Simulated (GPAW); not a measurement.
## Moving the functional in Al

It takes space group P6/mmm (No. 191, hexagonal). The conventional cell has a = 4.492 Å, b = 4.492 Å, c = 2.723 Å, α = 90.00°, β = 90.00°, γ = 120.00°. Around Al (site symmetry -6m2) lie 5 Al at 2.59 to 2.72 Å.

This isn't the form of Al at room conditions, which is fcc.

Kept alike: task single point; k mesh 7 × 7 × 10; occupations fermi-dirac, width 0.05 eV; no spin polarisation. Program: GPAW, potentials by row: the program's PAW data sets (release 1.2.1) made for this functional (LDA, RPBE, revPBE); GPAW PAW data sets (gpaw-data 1.2.1) (PBE, SCAN on files made for PBE, TPSS on files made for PBE, r2SCAN on files made for PBE); PAW data sets generated for this functional (PBEsol, PW91), cutoff 600 eV. The mesh is that of the run's cell of 2 atoms. No spin-orbit coupling.

```csv
functional,pressure (GPa)
LDA,-0.52
PBE,1.71
PBEsol,0.60
PW91,1.75
RPBE,2.81
SCAN,0.68
TPSS,1.03
r2SCAN,0.89
revPBE,2.55
```

Pressure is positive in compression; the values hold the error of the finite cutoff, so their zero can differ a little from the energy's minimum. For a metal such a mesh leaves the last digits unconverged.

Task: What does the functional change here?

Result: The pressure runs from -0.52 (LDA) to 2.81 GPa (RPBE). From PBE: LDA -2.23; PBEsol -1.11; PW91 +0.04; RPBE +1.10; SCAN -1.03; TPSS -0.68; r2SCAN -0.82; revPBE +0.84.
